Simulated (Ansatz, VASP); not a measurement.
## One calculation of S, two programs

```
S
1.0
     2.58191    0.00000    0.00000
     0.00000    2.58191    0.00000
     0.00000    0.00000    2.58191
S
1
Direct
  0.00000 0.00000 0.00000
```

Change from the starting cell: volume scaled by 1, PAW files.

Alike in both runs: task single point; functional PBE; k mesh 14 × 14 × 14; occupations fermi-dirac, width 0.1 eV; no spin polarisation.

```csv
,VASP,Ansatz
version,VASP 6.6.1,Ansatz 0.2.0
potentials or method,"VASP PAW PBE potentials, release 64 (S)","PAW with Ansatz's default frozen-core files, scalar-relativistic"
plane-wave cutoff (eV),520,420
valence electrons in the cell,6,6
```

VASP gave:

| Property | Result |
| --- | --- |
| pressure (GPa) | -0.1 |

Q: Which values does Ansatz return?

A: Pressure (GPa): 0.0.

With one functional, cell and mesh, what is left measures potentials, basis and numerics.
